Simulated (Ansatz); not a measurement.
# CdTe (F-43m) in Ansatz: notebook

Aim: see how the results for CdTe move with the level of theory and the settings. Levels: PBEsol, RPBE. Tasks: band structure.

Everything below comes from runs of Ansatz 0.2.0. Logs are shortened: lines on timing, memory, paths and dates and some standing lists are left out, and cuts for length are marked.

**What was measured.**

A printed reference work, data compilation reports, for a bulk crystal of CdTe at 0 K: band gap 1.607 eV.

The runs below are set against these values where they give the same quantity.

## 1. The structure

The structure is cubic, space group F-43m (No. 216). The conventional cell has a = 6.410 Å, b = 6.410 Å, c = 6.410 Å, α = 90.00°, β = 90.00°, γ = 90.00°. Te (site symmetry -43m) is surrounded by 4 Cd at 2.78 Å. Around Cd (site symmetry -43m) lie 4 Te at 2.78 Å.

## 2. Band structure, PBEsol

Input file input.yaml:

```yaml
crystal:
  lattice:
    - [0.0, 3.205, 3.205]
    - [3.205, 0.0, 3.205]
    - [3.205, 3.205, 0.0]
  atoms:
    - { symbol: Te, position: [0.75, 0.75, 0.75] }
    - { symbol: Cd, position: [0.0, 0.0, 0.0] }
kpoints:
  mp_grid: { grid: [7, 7, 7] }
  band_path:
    path:
      - [0.0, 0.0, 0.0]
      - [0.5, 0.0, 0.5]
      - [0.5, 0.25, 0.75]
      - [0.375, 0.375, 0.75]
      - [0.0, 0.0, 0.0]
      - [0.5, 0.5, 0.5]
      - [0.625, 0.25, 0.625]
      - [0.5, 0.25, 0.75]
    npoints: 6
scf:
  occupations: { method: fermi_dirac, width: 0.05 }
hamiltonian:
  xc: pbesol
  pseudopotentials: { kind: all_electron, lapw: { basis_error: 0.001 } }
output:
  forces: true
  stress: true
  eigenvalues: true
```

Potentials or basis: all-electron LAPW, scalar-relativistic.

Started as:

```sh
$ ansatz run input.yaml --threads 1 --pin off --max-ram 3072MiB --backend cpu --events-out ev --progress --plain --runs-dir out
```

What it wrote:

```text
Warning: RAYON_NUM_THREADS=1 ignored (pool sized by the plan → 1); use --threads N
LAPW: plane waves up to 8.259 Å⁻¹, error target 1.0e-3 eV per atom; small_component_spin mean_spin; Cd in spheres of 1.398 Å, 20 of its electrons in bands, Dirac shells []; Te in spheres of 1.378 Å, 24 of its electrons in bands, Dirac shells [] (how accurate: hamiltonian.pseudopotentials.lapw.basis_error, Limitations)
Engine: ansatz 0.2.0, aarch64-unknown-linux-gnu
Pseudopotentials: kind: all_electron
Pseudopotential: Te, LAPW, valence charge 24, lapw/all_electron/scalar/gaussian/Te, Koelling and Harmon's equation, gaussian nucleus
Pseudopotential: Cd, LAPW, valence charge 20, lapw/all_electron/scalar/gaussian/Cd, Koelling and Harmon's equation, gaussian nucleus
Functional definition: PBEsol
  exchange = pbesol_x
  correlation = pbesol_c
Crystal: 2 atoms, lattice volume = 65.844 Å³
Basis set: ecut = 259.8598291873962 eV, 609 PW (Γ), exchange–correlation at level 2
Bands: 27, of which v1, the nominal top of the filled ones, is band 22 counted from 1 (21 counted from 0)
Symmetry: 24 space group operations
Space group: F-43m (ITA 216), of the structure as read, at distance tolerance 4.0e-5 Å
k-points: 20 of 343 (time reversal used)
Non-local potential: Te, projectors of the file, none
Non-local potential: Cd, projectors of the file, none
Initial density: superposition of atomic densities (chi_scale 0.1, normalization cell, long waves kept (reshape's long-wave potential 0.00 eV rms))
Initial wavefunctions: plane waves of lowest kinetic energy (no species holds an atomic orbital)
Functional: x = pbesol(κ = 0.804, μ = 0.12345679012345678), c = pbesol(β = 0.046)
iter 1 solved again at ethr=1.15e-3 eV; its pass at ethr=1.00e-1 eV (dr2=5.08e-1 eV) is discarded
SCF iter   1: F=—  HF=-336972.000887 eV  |F-HF|=—  |Δ(HF+E_count)|=         —  Δρ=2.00e-2  dr2=5.09e-1  ethr=1.15e-3  ⟨swp⟩=2.0  Hψ=3486  notcnv=0
preconditioner: auto → none  [insulator: Δε(μ)=1.047 eV  Ē_g=11.677 eV  σ=0.050 eV  W_gap=1.00  n_scr=14 (ndim 8)  ℏωp=19.4 eV  f_vac=0.204  D(μ)=0.00/eV (n_scr^D=0)  ε∞_Penn≈3.8]
iter 2 solved again at ethr=4.64e-5 eV; its pass at ethr=1.15e-3 eV (dr2=2.04e-2 eV) is discarded
SCF iter   2: F=—  HF=-336971.796264 eV  |F-HF|=—  |Δ(HF+E_count)|=   2.05e-1  Δρ=6.24e-3  dr2=2.04e-2  ethr=4.64e-5  ⟨swp⟩=2.0  Hψ=2774  notcnv=0
SCF iter   3: F=—  HF=-336971.768314 eV  |F-HF|=—  |Δ(HF+E_count)|=   2.79e-2  Δρ=3.68e-3  dr2=8.19e-3  ethr=4.64e-5  ⟨swp⟩=2.6  Hψ=1651  notcnv=0
SCF iter   4: F=—  HF=-336971.766806 eV  |F-HF|=—  |Δ(HF+E_count)|=   1.51e-3  Δρ=1.20e-3  dr2=9.71e-4  ethr=1.86e-5  ⟨swp⟩=2.0  Hψ=1536  notcnv=0
SCF iter   5: F=—  HF=-336971.766714 eV  |F-HF|=—  |Δ(HF+E_count)|=   9.18e-5  Δρ=1.84e-4  dr2=1.55e-5  ethr=2.21e-6  ⟨swp⟩=2.0  Hψ=1536  notcnv=0
SCF iter   6: F=—  HF=-336971.766718 eV  |F-HF|=—  |Δ(HF+E_count)|=   3.74e-6  Δρ=2.95e-5  dr2=4.40e-7  ethr=3.52e-8  ⟨swp⟩=2.1  Hψ=1538  notcnv=0
SCF iter   7: F=-336971.766719 eV  HF=-336971.766719 eV  |F-HF|=1.54e-8  |Δ(HF+E_count)|=   9.04e-7  Δρ=3.29e-6  dr2=7.51e-9  ethr=9.99e-10  ⟨swp⟩=3.0  Hψ=1608  notcnv=0
SCF 1 converged in 7 iterations: F = -336971.766719 eV  dr2 = 7.51e-9
NSCF: frozen V_eff on 43 k-points
SCF converged after 7 iterations
Free energy (F): -336971.766719 eV
Harris-Foulkes:  -336971.766719 eV  (|F-HF|=1.54e-8)
Internal energy: -336971.766714 eV  (E = F + TS)
E sigma→0 (E₀):  -336971.766717 eV
Entropy (-TS):   -0.000005 eV (-0.002 meV/atom)
Fermi energy:    9.617733 eV
--- Per-component energies (eV) ---
  E_band       = -1623.919062
  E_kinetic    = 354549.531088
  E_xc         = -8850.499860
  E_electrostatic = -682670.797943  (all electrons and nuclei)
  E_smearing   = -0.000005  (= −TS)
  E_closure    = 0.000000  (closes the sum)
  E_atoms      = -336966.303613  (free atoms, spherical and without spin; not in F)
  Σ components = -336971.766719   (vs F -336971.766719, Δ=0.00e0)
  Basis errors (estimates in eV, not in F): energy 4.3e-4 per atom: plane waves 4.0e-4 (2.3e-4 summed), levels above the bands 1.6e-71, relativity 1.7e-8, radial functions 3.0e-5, core shells 4.2e-7; eigenvalues (radial functions only) 1.2e-6; not estimated: angular momenta, meshes, grids; target (lapw.basis_error) 1.0e-3; muffin-tin radii Cd 1.398 Å, Te 1.378 Å
--- Forces (eV/Å), atoms counted from 1 ---
  atom   1  Te    -0.00000000     0.00000000     0.00000000
  atom   2  Cd     0.00000000    -0.00000000    -0.00000000
  max |Σ_I F_I| component: 4.16e-17 eV/Å
--- Stress (GPa, compression-positive) ---
        1.683611      -0.000000       0.000000
       -0.000000       1.683611       0.000000
        0.000000       0.000000       1.683611
  P = ⅓ Tr σ = 1.6836 GPa (16.836 kbar)
--- Band table (eV; the first three rows and the last of 20) ---
  k-point 0: bands = ["-149.2872", "-99.3912", "-99.3912", "-99.3912", "-92.8629", "-53.9571", "-53.9571", "-53.9571", "-26.8438", "-26.8438", "-26.8438", "-26.8340", "-26.8340", "-2.2019", "0.8368", "0.8368", "0.8368", "1.1273", "1.1273", "9.2085", "9.2085", "9.2085", "9.9655", "13.7501", "13.7501", "13.7501", "16.5428"]
  k-point 1: bands = ["-149.2872", "-99.3912", "-99.3912", "-99.3912", "-92.8629", "-53.9572", "-53.9571", "-53.9571", "-26.8438", "-26.8438", "-26.8438", "-26.8340", "-26.8340", "-2.1195", "0.8526", "0.8526", "0.8977", "1.1260", "1.1260", "7.7016", "9.0194", "9.0194", "10.9631", "13.7731", "14.0296", "14.0296", "17.4404"]
  k-point 2: bands = ["-149.2872", "-99.3912", "-99.3912", "-99.3912", "-92.8629", "-53.9572", "-53.9572", "-53.9572", "-26.8439", "-26.8436", "-26.8436", "-26.8339", "-26.8339", "-1.9328", "0.8845", "0.8845", "1.1116", "1.1277", "1.1277", "5.9517", "8.6582", "8.6582", "11.1470", "14.3711", "14.3711", "14.9232", "17.2130"]
  k-point 19: bands = ["-149.2872", "-99.3912", "-99.3912", "-99.3912", "-92.8629", "-53.9572", "-53.9572", "-53.9572", "-26.8440", "-26.8436", "-26.8432", "-26.8340", "-26.8336", "-1.6411", "0.9636", "0.9803", "1.0914", "1.1297", "1.7148", "4.8394", "6.5179", "7.2552", "12.8610", "13.9953", "15.0892", "15.8663", "18.1203"]
```

Wall time 18 s (1 thread of Arm Neoverse V2, shared host); peak memory 0.29 GiB.

What came out:

- Free energy: -336971.7667 eV
- Pressure: 1.7 GPa
- Band gap on the k mesh: 0.76 eV, direct
- Band gap along the path: 0.76 eV, direct

Levels at the corners of the path, in eV from the valence-band top:
```tsv
point	band 20	band 21	band 22	band 23	band 24	band 25
Γ	0.00	0.00	0.00	0.76	4.54	4.54
X	-4.50	-2.00	-2.00	2.43	2.60	8.88
W	-4.38	-2.48	-2.37	4.34	4.58	5.52
K	-4.40	-2.74	-1.66	2.79	4.50	7.32
Γ	0.00	0.00	0.00	0.76	4.54	4.54
L	-4.66	-0.83	-0.83	1.77	5.14	5.14
U	-4.40	-2.74	-1.66	2.79	4.50	7.32
W	-4.38	-2.48	-2.37	4.34	4.58	5.52
```

Caveat: spin-orbit coupling is left out, which moves the levels of the heavy elements.

## 3. Band structure, RPBE

Changes to input.yaml since step 2:

```diff
@@ -20,3 +20,3 @@
       - [0.5, 0.25, 0.75]
-    npoints: 6
+    npoints: 10
 scf:
@@ -24,3 +24,3 @@
 hamiltonian:
-  xc: pbesol
+  xc: rpbe
   pseudopotentials: { kind: all_electron, lapw: { basis_error: 0.001 } }
```

Potentials or basis: all-electron LAPW, scalar-relativistic.

Started as:

```sh
$ ansatz run input.yaml --threads 1 --pin off --max-ram 3072MiB --backend cpu --events-out ev --progress --plain --runs-dir out
```

Wall time 20 s (1 thread of Arm Neoverse V2, shared host); peak memory 0.29 GiB.

The run converged. Its results:

- Free energy: -337137.7992 eV
- Pressure: 6.0 GPa
- Band gap on the k mesh: 1.03 eV, direct
- Band gap along the path: 1.03 eV, direct

Levels at the corners of the path, in eV from the valence-band top:
| point | band 19 | band 20 | band 21 | band 22 | band 23 | band 24 | band 25 | band 26 |
| --- | --- | --- | --- | --- | --- | --- | --- | --- |
| Γ | -8.12 | 0.00 | 0.00 | 0.00 | 1.03 | 4.66 | 4.66 | 4.66 |
| X | -7.58 | -4.42 | -1.95 | -1.95 | 2.70 | 2.77 | 9.18 | 9.40 |
| W | -7.49 | -4.30 | -2.42 | -2.30 | 4.42 | 4.81 | 5.72 | 6.44 |
| K | -7.53 | -4.32 | -2.66 | -1.62 | 3.00 | 4.66 | 7.55 | 7.61 |
| Γ | -8.12 | 0.00 | 0.00 | 0.00 | 1.03 | 4.66 | 4.66 | 4.66 |
| L | -7.74 | -4.55 | -0.82 | -0.82 | 1.97 | 5.26 | 5.26 | 7.31 |
| U | -7.53 | -4.32 | -2.66 | -1.62 | 3.00 | 4.66 | 7.55 | 7.61 |
| W | -7.49 | -4.30 | -2.42 | -2.30 | 4.42 | 4.81 | 5.72 | 6.44 |

Caveat: spin-orbit coupling is left out, which moves the levels of the heavy elements.

## 4. How close it comes

Step 2. Against the measured gap of CdTe, 1.607 eV (0 K; a printed reference work, data compilation), the calculated 0.76 eV is off by -0.85 eV. Spin-orbit coupling on Cd, Te is left out. The value is that of PBEsol, without temperature or zero-point motion. Semilocal functionals fall short of measured gaps as a rule.

Step 3. Against the measured gap of CdTe, 1.607 eV (0 K; a printed reference work, data compilation), the calculated 1.03 eV is off by -0.58 eV. Spin-orbit coupling on Cd, Te is left out. The value is that of RPBE, without temperature or zero-point motion. Semilocal functionals fall short of measured gaps as a rule.
